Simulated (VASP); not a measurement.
Runs of VASP 6.6.1 on W. The structure is cubic, space group Fm-3m (No. 225). Conventional cell: a = 3.987 Å, b = 3.987 Å, c = 3.987 Å, α = 90.00°, β = 90.00°, γ = 90.00°. Around W (site symmetry m-3m) lie 12 W at 2.82 Å. The cell was built by a generator and needn't be a form met in nature.

| task | cell | k mesh | cutoff (eV) | gap on the mesh (eV) | pressure (GPa) |
| --- | --- | --- | --- | --- | --- |
| relaxation of cell and atoms | relaxed | 14 × 14 × 14 | 600 | none | -0.1 |
| single point | Fm-3m, 16.67 Å³/atom | 14 × 14 × 14 | 520 | none | 0.4 |
| single point | Fm-3m, 16.67 Å³/atom | 15 × 15 × 15 | 520 | none | 0.2 |
| single point | Fm-3m, 16.67 Å³/atom | 22 × 22 × 22 | 520 | none | (a) |

Alike in all rows: level RPBE; potentials or basis VASP PAW PBE potentials, release 64 (W_sv); no spin polarisation; smearing fermi-dirac 0.1 eV.

Q: Estimate the missing entries.

A: (a) 0.3.

Caveats: the PAW data sets were made with another functional, which shifts forces and pressure a little.

A k mesh can miss the band edges, and the runs leave out spin-orbit coupling on W.

A gap of «none» marks a metal or a gap under the smearing width.
